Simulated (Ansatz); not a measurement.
Si₃N₄ — ¹⁴N nuclear quadrupole resonance

Cell: a structure deposited in the COD whose atoms were relaxed with PBE, the cell held.

Space group P6_3/m (No. 176); a = 7.6374, c = 2.9220 Å, γ = 120.00°.

```csv
site,Wyckoff,site symmetry,x,y,z
Si,6h,m..,0.1745,0.7684,0.2500
N7,2c,-6..,0.3333,0.6667,0.2500
N9,6h,m..,0.3299,0.0304,0.2500
```

One atom of each set is listed.

All values are calculated (Ansatz; DFT, PBE, plane waves and PAW (field gradients read without the response of the frozen cores, which leaves them typically 4 to 6 % off), scalar-relativistic, 420 eV cutoff, Γ-centred 4×4×9 k-points, Fermi–Dirac smearing 0.02 eV), not measured.

¹⁴N: I = 1, Q = 20.44 mb (year-2017 value). Static lattice, zero field.

Task: At which frequencies do the ¹⁴N NQR lines lie?

Result: For I = 1 the lines are ν± = (3/4)|C_Q|(1 ± η/3) and ν₀ = |C_Q|η/2.

```tsv
site	atoms	V_zz (10²¹ V/m²)	C_Q (MHz)	η	line frequencies (MHz)
N7	2	-5.22	-2.58	0.00	1.93
N9	6	-5.28	-2.61	0.07	0.0923, 1.91, 2.01
```

An axis of threefold or higher order runs through N7, so V_zz lies along it and η is zero. At N9 V_zz stands upright on the plane through its three neighbours (within 3°).

The database positions were far from equilibrium, so the relaxed structure may not be the compound's real one.
